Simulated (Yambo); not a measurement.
# As (R-3m) in Yambo: notebook

One crystal, As, is run at these levels: PBEsol; tasks: G0W0 quasiparticle levels, Hartree-Fock levels, optical spectrum.

Everything below comes from runs of Yambo 5.3.0. Logs are shortened: lines on timing, memory, paths and dates and some standing lists are left out, and cuts for length are marked.

## 1. The crystal as given

The structure is trigonal, space group R-3m (No. 166). Conventional cell: a = 3.762 Å, b = 3.762 Å, c = 10.542 Å, α = 90.00°, β = 90.00°, γ = 120.00°. As (site symmetry 3m) is surrounded by 3 As at 2.51 Å.

## 2. G0W0 quasiparticle levels, PBEsol

Contents of g0w00.in:

```
gw0
dyson
el_el_corr
rim_cut
HF_and_locXC
ppa
em1d
RandQpts= 1000000
RandGvec= 50 RL
EXXRLvcs= 104 Ry
VXCRLvcs= 104 Ry
Chimod= "HARTREE"
% BndsRnXp
 1 | 143 |
%
NGsBlkXp= 12 Ry
% LongDrXp
 1 | 1 | 1 |
%
PPAPntXp= 27.21138 eV
% GbndRnge
 1 | 143 |
%
GTermKind= "BG"
DysSolver= "n"
ExtendOut
% QPkrange
 1 | 1 | 23 | 24 |
 3 | 3 | 23 | 24 |
 13 | 13 | 23 | 24 |
%
```

Contents of scf.in:

```
&CONTROL
  calculation = 'scf'
  prefix = 'pwscf'
  outdir = './tmp'
  pseudo_dir = './pseudo'
/
&SYSTEM
  ibrav = 0
  nat = 2
  ntyp = 1
  ecutwfc = 104
  nbnd = 32
  occupations = 'smearing'
  smearing = 'fd'
  degauss = 0.00367493
  force_symmorphic = .true.
/
&ELECTRONS
  conv_thr = 4d-10
  electron_maxstep = 120
  mixing_beta = 0.5
/
ATOMIC_SPECIES
As    74.9216 As.upf
CELL_PARAMETERS angstrom
   1.8807968987    1.0858785957    3.5140619945
  -1.8807968987    1.0858785957    3.5140619945
   0.0000000000   -2.1717571915    3.5140619945
ATOMIC_POSITIONS crystal
As     0.2260000000    0.2260000000    0.2260000000
As     0.7740000000    0.7740000000    0.7740000000
K_POINTS automatic
10 10 10 0 0 0
```

Contents of nscf.in:

```
&CONTROL
  calculation = 'nscf'
  prefix = 'pwscf'
  outdir = './tmp'
  pseudo_dir = './pseudo'
/
&SYSTEM
  ibrav = 0
  nat = 2
  ntyp = 1
  ecutwfc = 104
  nbnd = 143
  occupations = 'smearing'
  smearing = 'fd'
  degauss = 0.00367493
  force_symmorphic = .true.
/
&ELECTRONS
  conv_thr = 1d-08
  diago_full_acc = .true.
  diago_thr_init = 1d-06
/
ATOMIC_SPECIES
As    74.9216 As.upf
CELL_PARAMETERS angstrom
   1.8807968987    1.0858785957    3.5140619945
  -1.8807968987    1.0858785957    3.5140619945
   0.0000000000   -2.1717571915    3.5140619945
ATOMIC_POSITIONS crystal
As     0.2260000000    0.2260000000    0.2260000000
As     0.7740000000    0.7740000000    0.7740000000
K_POINTS automatic
4 4 4 0 0 0
```

Potentials or basis: PseudoDojo 0.4 SR PBEsol stringent.

Command:

```bash
> OMP_NUM_THREADS=1 pw.x -in scf.in > scf.out
> OMP_NUM_THREADS=1 pw.x -in nscf.in > nscf.out
> cd tmp/pwscf.save; p2y; mv SAVE ../..; cd ../..
> OMP_NUM_THREADS=1 yambo
> OMP_NUM_THREADS=1 yambo -F g0w00.in -J g0w00 -C g0w00_out
```

Yambo's report:

```text
[... sections 02.01 to 02.04 as in the set-up run ...]

  [02.05] Energies & Occupations
  ==============================

  [X] === General ===
  [X] Electronic Temperature                        :  0.258606E-1   300.100    [eV K]
  [X] Bosonic    Temperature                        :  0.258606E-1   300.100    [eV K]
  [X] Finite Temperature mode                       : yes
  [X] El. density                                   :  0.10683E+25 [cm-3]
  [X] Fermi Level                                   :  11.57115 [eV]

  [X] === Gaps and Widths ===
  [X] Conduction Band Min                           :  11.57115 [eV]
  [X] Valence Band Max                              :  11.57115 [eV]
  [X] Filled Bands                                  :  22
  [X] Metallic Bands                                :  23  24
  [X] Empty Bands                                   :   25  143

  [X] === Metallic Characters ===
  [X] N of el / N of met el                         :  46.00000   2.00000
  [X] Average metallic occ.                         :  0.250000

  [WARNING] [X] Metallic system

 [03] Transferred momenta grid and indexing
 ==========================================

 IBZ Q-points                                      :  13
 BZ  Q-points                                      :   64

 K/Q-points units:
 rlu = crystal or reduced units; cc = cartesian coordinates; iku = interal k-units

 Q [ 1]         [rlu]:  0.000000  0.000000  0.000000
 Q [ 2]         [rlu]: -0.67271E-16 -0.18378E-16  0.25000
 Q [ 3]         [rlu]:  0.13454E-15  0.36756E-16 -0.50000
 Q [ 4]         [rlu]: -0.18997E-15  0.25000      0.25000
 Q [ 5]         [rlu]: -0.85968E-16  0.25000      0.50000
 Q [ 6]         [rlu]: -0.61519E-16  0.25000     -0.25000
 Q [ 7]         [rlu]:  0.32442E-15 -0.50000     -0.50000
 Q [ 8]         [rlu]:  0.250000  0.250000  0.250000
 Q [ 9]         [rlu]:  0.250000  0.250000  0.500000
 Q [10]         [rlu]:  0.250000  0.250000 -0.250000
 Q [11]         [rlu]:  0.250000  0.500000  0.500000
 Q [12]         [rlu]:  0.250000  0.500000  0.750000
 Q [13]         [rlu]: -0.500000 -0.500000 -0.500000

 [04] Coloumb potential Random Integration (RIM)
 ===============================================

  [04.01] RIM initialization
  ==========================

  * Diagonal components only detected *

  8 x (sBL volume)        :  0.106701 [a.u.]
  sBZ random points       :  1000000
  Points outside the sBZ  :   7968341
  RL volume               :  0.853609 [a.u.]
  Integrated volume       :  0.857001 [a.u.]

  [04.02] RIM integrals
  =====================

  Gamma point sphere radius             :  0.086035 [a.u.]
  Points outside the sphere             :   800552
  [Int_sBZ(q=0) 1/q^2]*(Vol_sBZ)^(-1/3) =:  7.766490
                                 should be <:  7.795600
  [WR./g0w00//ndb.RIM]------------------------------------------------------------
   Brillouin Zone Q/K grids (IBZ/BZ)                :   13   64   13   64
   Coulomb cutoff potential                         : none
   Coulombian RL components                         :   53
   Coulombian diagonal components                   : yes
   RIM random points                                :  1000000
   RIM  RL volume             [a.u.]                :  0.857001
   Real RL volume             [a.u.]                :  0.853609
   Eps^-1 reference component                       : 0
   Eps^-1 components                                :  0.000000  0.000000  0.000000
   RIM anysotropy factor                            :  0.000000

  Summary of Coulomb integrals for non-metallic bands |Q|[au] RIM/Bare

  Q [1] 0.100000E-4 0.996266 * Q [8] 0.236544 1.033763
  Q [2] 0.267068 1.077895 * Q [4] 0.299961 1.067983
  Q [9] 0.405685 1.026388 * Q [6] 0.441956 1.033948
  Q [11] 0.469610 1.019464 * Q [13] 0.473088 1.013775
  Q [5] 0.501277 1.023501 * Q [10] 0.516382 1.025842
  Q [3] 0.534136 1.023226 * Q [7] 0.599921 1.018061
  Q [12] 0.647408 1.012979

 [05] Dipoles
 ============

  [05.01] Setup: observables and procedures
  =========================================

  [WF-Oscillators/G space/Transverse up loader] Normalization (few states)  min/max  :  0.99408E-17   1.0000

  [WR./g0w00//ndb.dipoles]--------------------------------------------------------
   Brillouin Zone Q/K grids (IBZ/BZ)                :   13   64   13   64
   RL vectors                                       :   6521 [WF]
   Fragmentation                                    : yes
[... 82 lines left out ...]
  Fragmentation                                    : no
  Electronic Temperature                           :  300.1000 [K]
  Bosonic    Temperature                           :  300.1000 [K]
  Green`s function   wavefunctions                 : Perdew, Burke & Ernzerhof SOL(X)+Perdew, Burke & Ernzerhof SOL(C)
  Total number of QP states                        :   6
  Exchange RL vectors                              :   5235
  Exchange summation bands                         :  24
  RIM RL components                                :   53
  RIM random points                                :  1000000

 [xc] E_xc :  -47.30701 [Ha]
      E_xc :  -94.61402 [Ry]

  Local XC kind (lXC) : Perdew, Burke & Ernzerhof SOL(X)+Perdew, Burke & Ernzerhof SOL(C)
  Non-Local XC kind (nlXC) : Hartree-Fock

  Corrections @ K [1] :  [eV]
 <23|nlXC|23> = -15.53107 -0.49303E-17 <23|lXC|23> = -13.91113  0.000000
 <24|nlXC|24> = -9.168888 -0.85858E-17 <24|lXC|24> = -13.15643  0.000000

  Corrections @ K [3] :  [eV]
 <23|nlXC|23> = -13.28002 -0.57647E-17 <23|lXC|23> = -13.72034  0.94408E-16
 <24|nlXC|24> = -10.53510 -0.90261E-18 <24|lXC|24> = -12.78842  0.14161E-15

  Corrections @ K [13] :  [eV]
 <23|nlXC|23> = -13.51164 -0.12596E-16 <23|lXC|23> = -14.00732  0.000000
 <24|nlXC|24> = -9.371580  0.53994E-17 <24|lXC|24> = -12.78927 -0.94408E-16

  [07.01] Hartree-Fock occupations report
  =======================================

  [Hartree-Fock] === General ===
  [Hartree-Fock] Electronic Temperature             :  0.258606E-1   300.100    [eV K]
  [Hartree-Fock] Bosonic    Temperature             :  0.258606E-1   300.100    [eV K]
  [Hartree-Fock] Finite Temperature mode            : yes
  [Hartree-Fock] El. density                        :  0.10683E+25 [cm-3]
  [Hartree-Fock] Fermi Level                        :  11.57115 [eV]

  [Hartree-Fock] === Gaps and Widths ===
  [Hartree-Fock] Conduction Band Min                :  11.57115 [eV]
  [Hartree-Fock] Valence Band Max                   :  11.57115 [eV]
  [Hartree-Fock] Filled Bands                       :  22
  [Hartree-Fock] Metallic Bands                     :  23  24
  [Hartree-Fock] Empty Bands                        :   25  143

  [Hartree-Fock] === Metallic Characters ===
  [Hartree-Fock] N of el / N of met el              :  46.00000   2.00000
  [Hartree-Fock] Average metallic occ.              :  0.250000

  [WARNING] [Hartree-Fock] Metallic system

 [08] Dyson equation: Newton solver
 ==================================

 [WARNING] Response block size in GW reduced to 205     RL (6083    mHa)

  [08.01] G0W0 (W PPA)
  ====================

  [  GW  ] Bands range     :    1  143
  [GW/PPA] G damping       :  0.100000 [eV]

  QP @ state[ 1 ] K range:  1  1
  QP @ state[ 1 ] b range:  23  24
  QP @ state[ 2 ] K range:  3  3
  QP @ state[ 2 ] b range:  23  24
  QP @ state[ 3 ] K range:  13  13
  QP @ state[ 3 ] b range:  23  24
[... 39 lines left out ...]
   :: Time ordering fails/rest    :  0.500131
   :: Mean rel dev of PP cond     :  0.365881
   Current Q-pt index             :  11
   :: PP condition fails/total    :  0.373159
   :: Time ordering fails/rest    :  0.501196
   :: Mean rel dev of PP cond     :  0.373161
   Current Q-pt index             :  12
   :: PP condition fails/total    :  0.363831
   :: Time ordering fails/rest    :  0.496054
   :: Mean rel dev of PP cond     :  0.363834
   Current Q-pt index             :  13
   :: PP condition fails/total    :  0.376347
   :: Time ordering fails/rest    :  0.502766
   :: Mean rel dev of PP cond     :  0.376343

  [08.02] QP properties and I/O
  =============================

  Legend (energies in eV)
  - B  : Band       - Eo  : bare energy
  - E  : QP energy  - Z   : Renormalization factor
  - So : Sc(Eo)     - S   : Sc(E)
  - dSp: Sc derivative precision

  - lXC: Local XC (Perdew, Burke & Ernzerhof SOL(X)+Perdew, Burke & Ernzerhof SOL(C))
  -nlXC: non-Local XC (Hartree-Fock)

  QP [eV] @ K [1] (iku):  0.000000  0.000000  0.000000
   B=23 Eo= -1.65 E= -2.00 E-Eo= -0.35 Re(Z)=0.78 Im(Z)=-0.124716E-2 nlXC= -15.5311 lXC= -13.9111 So=  1.17491
   B=24 Eo=  1.96 E=  1.91 E-Eo= -0.05 Re(Z)=0.78 Im(Z)=-0.137983E-2 nlXC= -9.16889 lXC= -13.1564 So= -4.04589

  QP [eV] @ K [3] (iku):  0.75249E-17  0.53936     -0.16667
   B=23 Eo= -0.01 E= -0.28 E-Eo= -0.27 Re(Z)=0.78 Im(Z)=-0.140907E-2 nlXC= -13.2800 lXC= -13.7203 So=-0.782445
   B=24 Eo=  0.01 E= -0.12 E-Eo= -0.14 Re(Z)=0.79 Im(Z)=-0.138485E-2 nlXC= -10.5351 lXC= -12.7884 So= -2.42717

  QP [eV] @ K [13] (iku): -0.86917E-16   0.0000     -0.50000
   B=23 Eo= -0.30 E= -0.38 E-Eo= -0.09 Re(Z)=0.79 Im(Z)=-0.139302E-2 nlXC= -13.5116 lXC= -14.0073 So=-0.604788
   B=24 Eo=  1.14 E=  1.05 E-Eo= -0.09 Re(Z)=0.79 Im(Z)=-0.133205E-2 nlXC= -9.37158 lXC= -12.7893 So= -3.53543

  [WR./g0w00//ndb.QP]-------------------------------------------------------------
   Lattice constants                                :  6.640615  6.640615  6.640615
   Coulomb cutoff potential                         : none
   Electronic Temperature                           :  300.1000 [K]
   Bosonic    Temperature                           :  300.1000 [K]
   Green`s function   energies                      : Perdew, Burke & Ernzerhof SOL(X)+Perdew, Burke & Ernzerhof SOL(C)
   wavefunctions                                    : Perdew, Burke & Ernzerhof SOL(X)+Perdew, Burke & Ernzerhof SOL(C)
   PPA    diel. fun.  energies                      : Perdew, Burke & Ernzerhof SOL(X)+Perdew, Burke & Ernzerhof SOL(C)
   wavefunctions                                    : Perdew, Burke & Ernzerhof SOL(X)+Perdew, Burke & Ernzerhof SOL(C)
   QP tot states                                    :   6
   GW solver                                        : Newton
   GW approximation                                 : PPA
   PPA imaginary Energy                             :  27.21138 ev
   RIM G`s                                          :   53
   RIM random pts                                   :  1000000
   dS/dw steps                                      :  2
   dS/dw step                                       :  0.100000 ev
   X G`s                                            :  205 used
   X G`s                                            :  205 disk
   X bands                                          :    1  143
   X poles                                          :  100.0000 o/o
   X e/h E range                                    : -1.000000 -1.000000 ev
   X Hxc Kernel                                     : HARTREE
   X BZ energy Double Grid                          : no
   X Optical Averaged directions                    : none
   Sc/G bands                                       :    1  143
   Sc/G damping                                     :  0.100000 ev
   Sc bands terminator                              : yes
   Sc terminator kind                               : BG
   Sc Terminator pole                               :  40.81708
   Sx RL components                                 :   5235

   QP @ state[ 1 ] K range                          :  1  1
   QP @ state[ 1 ] b range                          :  23  24
   QP @ state[ 2 ] K range                          :  3  3
   QP @ state[ 2 ] b range                          :  23  24
   QP @ state[ 3 ] K range                          :  13  13
   QP @ state[ 3 ] b range                          :  23  24
   GF energies kind                                 : Perdew, Burke & Ernzerhof SOL(X)+Perdew, Burke & Ernzerhof SOL(C)
   GF WF`s kind                                     : Perdew, Burke & Ernzerhof SOL(X)+Perdew, Burke & Ernzerhof SOL(C)
   Xs energies kind                                 : Perdew, Burke & Ernzerhof SOL(X)+Perdew, Burke & Ernzerhof SOL(C)
   Xs WF`s kind                                     : Perdew, Burke & Ernzerhof SOL(X)+Perdew, Burke & Ernzerhof SOL(C)
```

Wall time 17 min (1 thread of Intel Xeon 6975P-C (Granite Rapids), shared host); peak memory 0.82 GiB.

What came out:

```
Band gap on the k mesh, mean-field level : 0.03 eV, direct
```

Quasiparticle terms (eV):
```
                 k point  band  Kohn-Sham level     Vxc      Σx     Σc     Z  result
   (0.000, 0.000, 0.000)    23            -1.65  -13.91  -15.53   1.17  0.78   -2.00
   (0.000, 0.000, 0.000)    24             1.96  -13.16   -9.17  -4.05  0.78    1.91
  (0.000, 0.000, -0.500)    23            -0.01  -13.72  -13.28  -0.78  0.78   -0.28
  (0.000, 0.000, -0.500)    24             0.01  -12.79  -10.54  -2.43  0.79   -0.12
(-0.500, -0.500, -0.500)    23            -0.30  -14.01  -13.51  -0.60  0.79   -0.38
(-0.500, -0.500, -0.500)    24             1.14  -12.79   -9.37  -3.54  0.79    1.05
```

Caveat: the k mesh is coarse (spacing up to 0.50 Å⁻¹), so the values aren't converged; the plasmon-pole model is rough for a metal; the ground state has no gap, which makes the many-body step unreliable; this version prints the column dSc/dw multiplied by 27.2; the terminator is approximate in this version, by hundredths of an eV. A k mesh can miss the band edges.

[end of part 1 of 4]
